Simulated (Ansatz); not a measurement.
## Electrons against holes in BAs — Ansatz, plane waves and PAW

Space group F-43m (No. 216), 2 atoms in the cell of the first input below: a = 3.378 Å, b = 3.378 Å, c = 3.378 Å, α = 60.00°, β = 60.00°, γ = 60.00°.

The structure is a measured one, not always of the ambient phase, taken without relaxation (pressure -0.8 GPa with this functional, without spin–orbit coupling). Functional: PBEsol.

Spin–orbit coupling is left out. Kohn–Sham gap between the band edges found on a fine mesh: 1.08 eV.

Levels at points 0.012 Å⁻¹ about the band edges give the masses:

```yaml
crystal:
  lattice:
    - [0.0, 2.3885011289, 2.3885011289]
    - [2.3885011289, 0.0, 2.3885011289]
    - [2.3885011289, 2.3885011289, 0.0]
  atoms:
    - { symbol: B, position: [0.0, 0.0, 0.0] }
    - { symbol: As, position: [0.75, 0.75, 0.75] }
basis:
  ecutwfc: 420
  ecutrho_ratio: 4
kpoints:
  mp_grid: { grid: [12, 12, 12] }
hamiltonian:
  xc: pbesol
scf:
  occupations: { method: gaussian, width: 0.05 }
output:
  forces: true
  stress: true
  eigenvalues: true
  eigenstates:
    kpoints:
      - [0.0, 0.0, 0.0]
      - [0.0, 0.004561701, 0.004561701]
      - [0.0, -0.004561701, -0.004561701]
      - [0.004561701, 0.0, 0.004561701]
      - [-0.004561701, 0.0, -0.004561701]
      - [0.004561701, 0.004561701, 0.0]
      - [-0.004561701, -0.004561701, 0.0]
      - [0.00322561, 0.00322561, 0.00645122]
      - [-0.00322561, -0.00322561, -0.00645122]
      - [0.00322561, 0.00645122, 0.00322561]
      - [-0.00322561, -0.00645122, -0.00322561]
      - [0.00645122, 0.00322561, 0.00322561]
      - [-0.00645122, -0.00322561, -0.00322561]
      - [0.005267399, 0.005267399, 0.005267399]
      - [-0.005267399, -0.005267399, -0.005267399]
      - [1.344e-06, 0.401176766, 0.401176766]
      - [1.344e-06, 0.405738467, 0.405738467]
      - [1.344e-06, 0.396615065, 0.396615065]
      - [0.004563045, 0.401176766, 0.405738467]
      - [-0.004560357, 0.401176766, 0.396615065]
      - [0.004563045, 0.405738467, 0.401176766]
      - [-0.004560357, 0.396615065, 0.401176766]
      - [0.003226954, 0.404402376, 0.407627985]
      - [-0.003224266, 0.397951156, 0.394725546]
      - [0.003226954, 0.407627985, 0.404402376]
      - [-0.003224266, 0.394725546, 0.397951156]
      - [0.006452564, 0.404402376, 0.404402376]
      - [-0.006449875, 0.397951156, 0.397951156]
      - [0.005268743, 0.406444165, 0.406444165]
      - [-0.005266055, 0.395909367, 0.395909367]
    de_dk: true
    e_range: [-1.144693912537, 1.141933305375]
```

```bash
ansatz run input.yaml --threads 4 --pin off --max-ram 9216MiB --backend cpu --events-out ev --progress --plain --runs-dir out
```

Time: 1.2 s on 4 threads of Intel(R) Xeon(R) Platinum 8259CL CPU @ 2.50GHz (Skylake/Cascade Lake), with other jobs on the host, peak memory 0.39 GiB.

Edges at k = (0.000, 0.000, 0.000) and (0.000, 0.401, 0.401); masses in electron masses along fixed Cartesian directions (which need not be the axes of a valley), negative for hole-like bands, for at most the three nearest levels of the same spin at these k-points, within 0.3 eV:

```
      edge  band  from the edge (meV)  degeneracy       x       y       z     111
   valence     1                    0           3  -0.230  -0.230  -0.230  -0.556
   valence     2                    0           3  -0.230  -0.230  -0.230  -0.556
   valence     3                    0           3  -0.222  -0.222  -0.222  -0.104
conduction     1                    0           1   1.093   0.212   0.212   0.290
```

These curvatures agree with the slopes at the same points. They hold at the edge alone, and further out the bands need not be parabolic. Degenerate bands can be warped: each is named by its order in energy along a direction and has no mass tensor of its own.

The states of the whole zone with their velocity products:

```yaml
crystal:
  lattice:
    - [0.0, 2.3885011289, 2.3885011289]
    - [2.3885011289, 0.0, 2.3885011289]
    - [2.3885011289, 2.3885011289, 0.0]
  atoms:
    - { symbol: B, position: [0.0, 0.0, 0.0] }
    - { symbol: As, position: [0.75, 0.75, 0.75] }
basis:
  ecutwfc: 420
  ecutrho_ratio: 4
kpoints:
  mp_grid: { grid: [12, 12, 12] }
hamiltonian:
  xc: pbesol
scf:
  occupations: { method: gaussian, width: 0.05 }
output:
  forces: true
  stress: true
  eigenvalues: true
  states_by_energy: { minimum_broadening: 0.025 }
```

```bash
ansatz run input.yaml --threads 4 --pin off --max-ram 9216MiB --backend cpu --events-out ev --progress --plain --runs-dir out
```

Time: 57 s on 4 threads of Intel(R) Xeon(R) Platinum 8259CL CPU @ 2.50GHz (Skylake/Cascade Lake), on a shared host, peak memory 1 GiB.

From that table, at a constant relaxation time τ with Fermi–Dirac weights and rigid bands:

```json
{"T (K)": "300", "doping (cm⁻³)": "n 1e19", "μ − E_F (eV)": "0.511", "σ_xx/τ (10²⁰/Ω m s)": "0.00926", "S_xx (μV/K)": "-322", "Lorenz (10⁻⁸ V²/K²)": "1.85", "ħω_p,xx (eV)": "0.213"}
{"T (K)": "300", "doping (cm⁻³)": "p 1e19", "μ − E_F (eV)": "-0.523", "σ_xx/τ (10²⁰/Ω m s)": "0.00906", "S_xx (μV/K)": "300", "Lorenz (10⁻⁸ V²/K²)": "1.86", "ħω_p,xx (eV)": "0.211"}
{"T (K)": "300", "doping (cm⁻³)": "n 1e20", "μ − E_F (eV)": "0.593", "σ_xx/τ (10²⁰/Ω m s)": "0.0906", "S_xx (μV/K)": "-142", "Lorenz (10⁻⁸ V²/K²)": "2.01", "ħω_p,xx (eV)": "0.666"}
{"T (K)": "300", "doping (cm⁻³)": "p 1e20", "μ − E_F (eV)": "-0.612", "σ_xx/τ (10²⁰/Ω m s)": "0.0888", "S_xx (μV/K)": "125", "Lorenz (10⁻⁸ V²/K²)": "2.06", "ħω_p,xx (eV)": "0.659"}
{"T (K)": "300", "doping (cm⁻³)": "n 1e21", "μ − E_F (eV)": "0.807", "σ_xx/τ (10²⁰/Ω m s)": "0.75", "S_xx (μV/K)": "-41", "Lorenz (10⁻⁸ V²/K²)": "2.43", "ħω_p,xx (eV)": "1.916"}
{"T (K)": "300", "doping (cm⁻³)": "p 1e21", "μ − E_F (eV)": "-0.879", "σ_xx/τ (10²⁰/Ω m s)": "0.786", "S_xx (μV/K)": "31", "Lorenz (10⁻⁸ V²/K²)": "2.39", "ħω_p,xx (eV)": "1.961"}
{"T (K)": "600", "doping (cm⁻³)": "n 1e19", "μ − E_F (eV)": "0.423", "σ_xx/τ (10²⁰/Ω m s)": "0.00875", "S_xx (μV/K)": "-413", "Lorenz (10⁻⁸ V²/K²)": "1.85", "ħω_p,xx (eV)": "0.207"}
{"T (K)": "600", "doping (cm⁻³)": "p 1e19", "μ − E_F (eV)": "-0.442", "σ_xx/τ (10²⁰/Ω m s)": "0.00876", "S_xx (μV/K)": "388", "Lorenz (10⁻⁸ V²/K²)": "1.83", "ħω_p,xx (eV)": "0.207"}
{"T (K)": "600", "doping (cm⁻³)": "n 1e20", "μ − E_F (eV)": "0.557", "σ_xx/τ (10²⁰/Ω m s)": "0.086", "S_xx (μV/K)": "-222", "Lorenz (10⁻⁸ V²/K²)": "1.93", "ħω_p,xx (eV)": "0.649"}
{"T (K)": "600", "doping (cm⁻³)": "p 1e20", "μ − E_F (eV)": "-0.582", "σ_xx/τ (10²⁰/Ω m s)": "0.0864", "S_xx (μV/K)": "199", "Lorenz (10⁻⁸ V²/K²)": "1.92", "ħω_p,xx (eV)": "0.650"}
{"T (K)": "600", "doping (cm⁻³)": "n 1e21", "μ − E_F (eV)": "0.796", "σ_xx/τ (10²⁰/Ω m s)": "0.744", "S_xx (μV/K)": "-82", "Lorenz (10⁻⁸ V²/K²)": "2.33", "ħω_p,xx (eV)": "1.908"}
{"T (K)": "600", "doping (cm⁻³)": "p 1e21", "μ − E_F (eV)": "-0.872", "σ_xx/τ (10²⁰/Ω m s)": "0.778", "S_xx (μV/K)": "61", "Lorenz (10⁻⁸ V²/K²)": "2.27", "ħω_p,xx (eV)": "1.952"}
{"T (K)": "900", "doping (cm⁻³)": "n 1e19", "μ − E_F (eV)": "0.312", "σ_xx/τ (10²⁰/Ω m s)": "0.00826", "S_xx (μV/K)": "-471", "Lorenz (10⁻⁸ V²/K²)": "2.00", "ħω_p,xx (eV)": "0.201"}
{"T (K)": "900", "doping (cm⁻³)": "p 1e19", "μ − E_F (eV)": "-0.341", "σ_xx/τ (10²⁰/Ω m s)": "0.00848", "S_xx (μV/K)": "440", "Lorenz (10⁻⁸ V²/K²)": "1.87", "ħω_p,xx (eV)": "0.204"}
{"T (K)": "900", "doping (cm⁻³)": "n 1e20", "μ − E_F (eV)": "0.502", "σ_xx/τ (10²⁰/Ω m s)": "0.0814", "S_xx (μV/K)": "-277", "Lorenz (10⁻⁸ V²/K²)": "1.98", "ħω_p,xx (eV)": "0.631"}
{"T (K)": "900", "doping (cm⁻³)": "p 1e20", "μ − E_F (eV)": "-0.536", "σ_xx/τ (10²⁰/Ω m s)": "0.0838", "S_xx (μV/K)": "248", "Lorenz (10⁻⁸ V²/K²)": "1.86", "ħω_p,xx (eV)": "0.640"}
{"T (K)": "900", "doping (cm⁻³)": "n 1e21", "μ − E_F (eV)": "0.777", "σ_xx/τ (10²⁰/Ω m s)": "0.734", "S_xx (μV/K)": "-119", "Lorenz (10⁻⁸ V²/K²)": "2.24", "ħω_p,xx (eV)": "1.895"}
{"T (K)": "900", "doping (cm⁻³)": "p 1e21", "μ − E_F (eV)": "-0.860", "σ_xx/τ (10²⁰/Ω m s)": "0.767", "S_xx (μV/K)": "89", "Lorenz (10⁻⁸ V²/K²)": "2.16", "ħω_p,xx (eV)": "1.937"}
```

Q: Which of the dopings listed at 300 K has the largest power factor S²σ/τ along x?

A: n 1e19: 0.96, p 1e19: 0.82, n 1e20: 1.8, p 1e20: 1.4, n 1e21: 1.2, p 1e21: 0.76 (10¹¹ W/m K² s), so n 1e20 cm⁻³, if τ is the same for all.

Caveats: melting, decomposition and changes of phase at these temperatures weren't checked; no scattering is computed, and the gap isn't corrected; spin–orbit coupling, left out, splits the As p valence bands by some tenths of an eV, so hole masses, degeneracies and p rows are those of the unsplit bands.

At equal doping, electrons and holes have nearly the same σ/τ, but the electrons have the larger Seebeck magnitude in every pair of rows. The conduction minimum lies on the Γ–X line, so cubic symmetry repeats it in several valleys. Each is heavy along its axis (1.093) and light across it (0.212). Together they supply many states while the light transverse directions keep conduction easy, which favours the n-type power factor. Spin–orbit splitting would thin out the states at the valence edge and so probably lower the p-type Seebeck coefficient, leaving the electrons ahead at light doping.

The indirect gap of 1.08 eV is well below the measured one, as expected from a semilocal functional without the derivative discontinuity. This probably matters little where one carrier type dominates.

The best power factor among the listed dopings marks a compromise between falling Seebeck coefficient and rising conductivity, but it doesn't make BAs a good thermoelectric, since its lattice conducts heat exceptionally well.
